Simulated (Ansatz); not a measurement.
Input, command and steps of an Ansatz relaxation.

```yaml
crystal:
  lattice:
    - [4.0229933374, 0.0, 0.0]
    - [0.0, 4.0229933374, 0.0]
    - [0.0, 0.0, 4.9446504285]
  atoms:
    - { symbol: Sn, position: [0.0, 0.5, 0.2264346297] }
    - { symbol: Sn, position: [0.5, 0.0, 0.7735653703] }
    - { symbol: O, position: [0.5, 0.5, 0.0] }
    - { symbol: O, position: [0.0, 0.0, 0.0] }
basis:
  ecutwfc: 420
kpoints:
  mp_grid: { grid: [10, 10, 8] }
hamiltonian:
  xc: pbe
scf:
  occupations: { method: gaussian, width: 0.01 }
output:
  forces: true
  stress: true
  eigenvalues: true
relax:
  adjacent_minimum: "off"
  f_tol: 0.008
  max_steps: 40
  cell: { stress_tol: 0.015, fix: [a, b, gamma] }
```

```bash
ansatz run input.yaml --threads 1 --pin off --max-ram 2560MiB --backend cpu --events-out ev --progress --plain --runs-dir out
```

The calculation used DFT PBE, scalar-relativistic, plane waves, PAW in Ansatz 0.2.0.

Of 7 frames 6 are shown, positions in Å and forces in eV/Å; the SCF threshold varies from step to step. Steps run on the plane waves of an earlier cell, with a Pulay correction in the pressure. The basis is chosen afresh for the last frame, the zero of the energies, and at times for earlier ones too; energy and pressure step there, also at an unchanged geometry. The mark taken_back stands on steps that the optimiser undid.

```xyz
4
Lattice="4.0230 0.0000 0.0000 0.0000 4.0230 0.0000 0.0000 0.0000 4.9447" Properties=species:S:1:pos:R:3:forces:R:3 pbc="T T T" step=1 free_energy_over_end_meV_per_atom=0.83 pressure_GPa=-4.12
Sn    0.0000    2.0115    1.1196    0.0000    0.0000   -0.2168
Sn    2.0115    0.0000    3.8250    0.0000    0.0000    0.2168
O     2.0115    2.0115    0.0000    0.0000    0.0000    0.0000
O     0.0000    0.0000    0.0000    0.0000    0.0000    0.0000
4
Lattice="4.0230 0.0000 0.0000 0.0000 4.0230 0.0000 0.0000 0.0000 4.9512" Properties=species:S:1:pos:R:3:forces:R:3 pbc="T T T" step=2 free_energy_over_end_meV_per_atom=1.01 pressure_GPa=-2.73 taken_back
Sn    0.0000    2.0115    1.0888    0.0000    0.0000    0.2305
Sn    2.0115    0.0000    3.8624    0.0000    0.0000   -0.2305
O     2.0115    2.0115    0.0000    0.0000    0.0000    0.0000
O     0.0000    0.0000    0.0000    0.0000    0.0000    0.0000
4
Lattice="4.0230 0.0000 0.0000 0.0000 4.0230 0.0000 0.0000 0.0000 4.9367" Properties=species:S:1:pos:R:3:forces:R:3 pbc="T T T" step=3 free_energy_over_end_meV_per_atom=-0.07 pressure_GPa=-3.43
Sn    0.0000    2.0115    1.1044    0.0000    0.0000   -0.0011
Sn    2.0115    0.0000    3.8323    0.0000    0.0000    0.0011
O     2.0115    2.0115    0.0000    0.0000    0.0000    0.0000
O     0.0000    0.0000    0.0000    0.0000    0.0000    0.0000
4
Lattice="4.0230 0.0000 0.0000 0.0000 4.0230 0.0000 0.0000 0.0000 4.9336" Properties=species:S:1:pos:R:3:forces:R:3 pbc="T T T" step=4 free_energy_over_end_meV_per_atom=-0.10 pressure_GPa=-3.42
Sn    0.0000    2.0115    1.1042    0.0000    0.0000    0.0001
Sn    2.0115    0.0000    3.8294    0.0000    0.0000   -0.0001
O     2.0115    2.0115    0.0000    0.0000    0.0000    0.0000
O     0.0000    0.0000    0.0000    0.0000    0.0000    0.0000
4
Lattice="4.0230 0.0000 0.0000 0.0000 4.0230 0.0000 0.0000 0.0000 4.9336" Properties=species:S:1:pos:R:3:forces:R:3 pbc="T T T" step=5 free_energy_over_end_meV_per_atom=0.00 pressure_GPa=-3.43
Sn    0.0000    2.0115    1.1042    0.0000    0.0000    0.0002
Sn    2.0115    0.0000    3.8294    0.0000    0.0000   -0.0002
O     2.0115    2.0115    0.0000    0.0000    0.0000    0.0000
O     0.0000    0.0000    0.0000    0.0000    0.0000    0.0000
4
Lattice="4.0230 0.0000 0.0000 0.0000 4.0230 0.0000 0.0000 0.0000 4.9297" Properties=species:S:1:pos:R:3:forces:R:3 pbc="T T T" step=7 free_energy_over_end_meV_per_atom=0.00 pressure_GPa=-3.42
Sn    0.0000    2.0115    1.1041    0.0000    0.0000    0.0001
Sn    2.0115    0.0000    3.8256    0.0000    0.0000   -0.0001
O     2.0115    2.0115    0.0000    0.0000    0.0000    0.0000
O     0.0000    0.0000    0.0000    0.0000    0.0000    0.0000
```

Time: 44 s on 1 thread of Intel(R) Xeon(R) 6975P-C (Granite Rapids), with other jobs on the host, peak memory 0.51 GiB.

The cell holds layers, and where no dispersion correction was added their binding is poorly described.